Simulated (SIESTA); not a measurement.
Set up this calculation in SIESTA 5.4.2, as an ASE script.

```
Task                : atomic charges
Functional          : LDA
Potentials or basis : PseudoDojo 0.4 standard (LDA files)
Basis               : DZP (energy shift 0.003 Ry; two zetas on semicore shells)
Grid cutoff         : 800 Ry
Energy shift        : 0.003 Ry
k mesh              : 5 × 5 × 1
Occupations         : fermi-dirac, width 0.05 eV
Spin                : no spin polarisation
dipole correction   : yes
```

The structure of HgTe lies in HgTe.cif:

```cif
data_HgTe
_cell_length_a 4.55871742
_cell_length_b 4.55871742
_cell_length_c 23.37489867
_cell_angle_alpha 90.00000000
_cell_angle_beta 90.00000000
_cell_angle_gamma 120.00000003
_space_group_name_H-M_alt 'P1'
_space_group_name_Hall 'P 1'
_space_group_IT_number 1
loop_
_space_group_symop_operation_xyz
'x,y,z'
loop_
_atom_site_label
_atom_site_type_symbol
_atom_site_symmetry_multiplicity
_atom_site_Wyckoff_symbol
_atom_site_fract_x
_atom_site_fract_y
_atom_site_fract_z
_atom_site_occupancy
Te1 Te 1 a 0.0000000000 0.0000000000 0.3208570000 1
Hg1 Hg 1 a 0.3333330000 0.6666670000 0.3606670000 1
Te2 Te 1 a 0.3333330000 0.6666670000 0.4800950000 1
Hg2 Hg 1 a 0.6666670000 0.3333330000 0.5152560000 1
Te3 Te 1 a 0.6666670000 0.3333330000 0.6408100000 1
Hg3 Hg 1 a 0.0000000000 0.0000000000 0.6645400000 1
```

The cell isn't the ideal one: relaxed by the run before.

These files were run (other wordings do the same):

run.py

```python
from ase.io import read
from ase.calculators.siesta import Siesta
from ase.units import Ry, GPa

atoms = read("HgTe.cif")

fdf = {
    'SCFMustConverge': False,
    'OccupationFunction': 'FD',
    'ElectronicTemperature': '0.05 eV',
    'Slab.DipoleCorrection': 'vacuum',
    'MaxSCFIterations': '120',
    'SCF.Mixer.Method': 'Pulay',
    'SCF.Mixer.Weight': '0.25',
    'SCF.Mixer.History': '8',
    'SCF.DM.Tolerance': '5.0e-05',
    'SCF.H.Tolerance': '1.0e-03 eV',
    'WriteForces': 'true',
    'Charge.Mulliken': 'end',
    'Charge.Hirshfeld': 'end',
    'Charge.Voronoi': 'end',
    'Charge.Mulliken.Format': '2',
    'SaveRho': 'true',
    'SaveElectrostaticPotential': 'true',
    'PAO.Basis': ['Te.1 4', 'n=5 0 2', '  5.613 0.000', 'n=5 1 2', '  7.253 0.000', 'n=4 2 2', '  3.260 0.000', 'n=5 2 1', '  7.253', 'Hg.2 5', 'n=5 0 2', '  2.588 0.000', 'n=6 0 2', '  5.669 0.000', 'n=5 1 2', '  3.064 0.000', 'n=6 1 1', '  5.669', 'n=5 2 2', '  4.977 0.000'],
}
calc = Siesta(
    label="HgTe",
    command="siesta < PREFIX.fdf > PREFIX.out",
    pseudo_path="pseudos",
    pseudo_qualifier="",
    xc=('LDA', 'PW92'),
    basis_set="DZP",
    mesh_cutoff=800 * Ry,
    energy_shift=0.003 * Ry,
    kpts=[5, 5, 1],
    spin="non-polarized",
    fdf_arguments=fdf,
)
atoms.calc = calc

print(f"energy = {atoms.get_potential_energy():.6f} eV")
free = atoms.get_potential_energy(force_consistent=True)
print(f"free energy = {free:.6f} eV")
print("forces (eV/A):")
print(atoms.get_forces(apply_constraint=False).round(6))
print("stress (GPa, Voigt order, tension positive):", (atoms.get_stress() / GPa).round(4))
```

Potentials or basis: PseudoDojo 0.4 standard (LDA files), DZP (energy shift 0.003 Ry; two zetas on semicore shells).

Run with:

```bash
$ python run.py
```

It gave:

The largest force is 0.514 eV/Å and the band gap on the k mesh is none (metal or under the smearing width). The hirshfeld charges are Te -0.54, -0.65, -0.68; Hg +0.64, +0.63, +0.60 e. The voronoi charges are Te -0.40, -0.46, -0.47; Hg +0.44, +0.45 e. The work function is 4.09 eV.

Caveat: Mulliken charges of long-ranged orbitals can have an unphysical sign; short orbitals over semicore shells can move pressures by several GPa; the valence orbitals were made in a potential fitted to the semicore shell under them, which widens gaps by tenths of an eV or more; the basis of atomic orbitals isn't converged, which shifts pressures, moduli and gaps.

It took 74 s on 1 thread of Arm Neoverse V1, on a shared host, peak memory 0.56 GiB.
